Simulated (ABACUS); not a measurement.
The system is Nb.

```
Nb
1.0
    -0.04103    2.19338    2.10885
     2.04640    0.04981    2.01800
     2.12625    2.18239   -0.03004
Nb
1
Direct
  0.03008 0.99603 0.99978
```

The cell isn't the ideal one: cell strained at random at fixed volume.

A run of ABACUS 3.10.1 on this cell left the log below. Logs are shortened: lines on timing, memory, paths and dates and some standing lists are left out, and cuts for length are marked.

```text
ABACUS v3.10.1

               Atomic-orbital Based Ab-initio Computation at UStc

 ------------------------------------------------------------------------------------

 READING GENERAL INFORMATION
                           global_out_dir = OUT.Nb/
                           global_in_card = INPUT
                               pseudo_dir = ./
                              orbital_dir = ./
                                    DSIZE = 4
                                    GSIZE = 1

 READING UNITCELL INFORMATION
                                    ntype = 1
                  lattice constant (Bohr) = 1.88973
              lattice constant (Angstrom) = 1

 READING ATOM TYPE 1
                               atom label = Nb
                      L=0, number of zeta = 3
                      L=1, number of zeta = 2
                      L=2, number of zeta = 2
                      L=3, number of zeta = 1
             number of atom for this type = 1

                        TOTAL ATOM NUMBER = 1
DIRECT COORDINATES
    atom                   x                   y                   z     mag                  vx                  vy                  vz
taud_Nb1            0.0300770000        0.9960270000        0.9997800000  0.0000        0.0000000000        0.0000000000        0.0000000000

                          Volume (Bohr^3) = 127.69
                             Volume (A^3) = 18.9217

 Lattice vectors: (Cartesian coordinate: in unit of a_0)
            -0.041034            +2.19338            +2.10885
              +2.0464           +0.049814              +2.018
             +2.12625            +2.18239           -0.030039
 Reciprocal vectors: (Cartesian coordinate: in unit of 2 pi/a_0)
             -0.23283           +0.230013           +0.230429
            +0.246711           -0.236908           +0.251205
            +0.228372            +0.23245           -0.237324
 The esolver type has been set to : ksdft_lcao

                PAO radial cut off (Bohr) = 10

 Read in pseudopotential file is Nb.upf
[... 297 lines left out ...]
     Energy           Rydberg                 eV
----------------------------------------------------------
 E_KohnSham     -124.5448384209      -1694.5194590139
 E_KS(sigma->0) -124.5443430432      -1694.5127190546
 E_Harris       -124.5448385141      -1694.5194602822
 E_band         -5.7327248531        -77.9977230685
 E_one_elec     -17.1286100015       -233.0466948397
 E_Hartree      15.5430035064        211.4734117204
 E_xc           -26.0731921885       -354.7439788129
 E_Ewald        -96.8850489819       -1318.1887171632
 E_entropy(-TS) -0.0009907554        -0.0134799185
 E_descf        0.0000000000         0.0000000000
 E_exx          0.0000000000         0.0000000000
 E_Fermi        1.2733026501         17.3241713205
----------------------------------------------------------

 charge density convergence is achieved
 final etot is -1694.519459 eV
 EFERMI = 17.324171321 eV

 STATE ENERGY(eV) AND OCCUPATIONS    NSPIN == 1
 1/666 kpoint (Cartesian) = 0.0000 0.0000 0.0000 (530 pws)
       1       -37.4695     0.00150263
       2       -12.9615     0.00150263
       3       -12.8966     0.00150263
       4       -12.7671     0.00150263
       5        11.2177     0.00150263
       6        17.0603     0.00149500
       7        17.1435     0.00146316
       8        18.1553    9.08042e-11
       9        19.7944    5.26016e-25
      10        20.3358    1.04233e-29
      11        29.2584        0.00000
[... 53 lines left out ...]
 6/666 kpoint (Cartesian) = -0.10583 0.10455 0.10474 (550 pws)
       1       -37.3095     0.00300526
       2       -13.9966     0.00300526
       3       -13.0315     0.00300526
       4       -12.8911     0.00300526
       5        13.5473     0.00300526
       6        16.8032     0.00300517
       7        18.0563    1.31448e-09
       8        18.2495    2.76017e-11
       9        21.6110    1.74819e-40
      10        21.9406    2.39822e-43
      11        27.5418        0.00000

[... levels at 660 further k points ...]

 correction force for each atom along direction 1 is -4.02993e-07
 correction force for each atom along direction 2 is -2.43632e-06
 correction force for each atom along direction 3 is -9.07357e-07
------------------------------------------------------------------------------------------
 TOTAL-FORCE (eV/Angstrom)
------------------------------------------------------------------------------------------
                       Nb1         0.0000000000         0.0000000000         0.0000000000
------------------------------------------------------------------------------------------

----------------------------------------------------------------
 TOTAL-STRESS (KBAR)
----------------------------------------------------------------
       -23.0247161070         5.0408654351       -18.6199970818
         5.0408654351        30.3016431754        10.5266485783
       -18.6199970818        10.5266485783       -57.7283597961
----------------------------------------------------------------
 TOTAL-PRESSURE: -16.817144 KBAR

 --------------------------------------------
 !FINAL_ETOT_IS -1694.5194590138939930 eV
 --------------------------------------------
```

Problem. What input gives this log?

Solution. Single point with PBE, no spin polarisation. The files as run (others can give the same):

INPUT
```
INPUT_PARAMETERS
suffix              Nb
calculation         scf
basis_type          lcao
pseudo_dir          ./
orbital_dir         ./
symmetry            1
dft_functional      pbe
ecutwfc             100
pseudo_rcut         10
nspin               1
nbands              11
ks_solver           genelpa
smearing_method     fd
smearing_sigma      0.00367493
scf_thr             1e-07
scf_nmax            100
mixing_type         broyden
mixing_beta         0.7
cal_force           1
cal_stress          1
out_mul             1
```

STRU
```
ATOMIC_SPECIES
Nb 92.9064 Nb.upf

NUMERICAL_ORBITAL
Nb_confined-atom_7au_3s2p2d1f.orb

LATTICE_CONSTANT
1.8897261246

LATTICE_VECTORS
-0.0410340000 2.1933810000 2.1088490000
2.0464000000 0.0498140000 2.0180000000
2.1262530000 2.1823850000 -0.0300390000

ATOMIC_POSITIONS
Direct

Nb
0.0
1
0.0300770000 -0.0039730000 -0.0002200000 1 1 1
```

KPT
```
K_POINTS
0
Gamma
11 11 11 0 0 0
```

Potentials or basis: PseudoDojo NC SR 0.4.1 PBE standard, DZP LCAO (the cutoffs set its grid).
Command:
```console
$ OMP_NUM_THREADS=1 mpirun -np 4 abacus > log
```

Caveat: the atomic orbitals were generated for these runs and aren't a published set; the basis of atomic orbitals isn't converged, which shifts pressures, moduli and gaps.
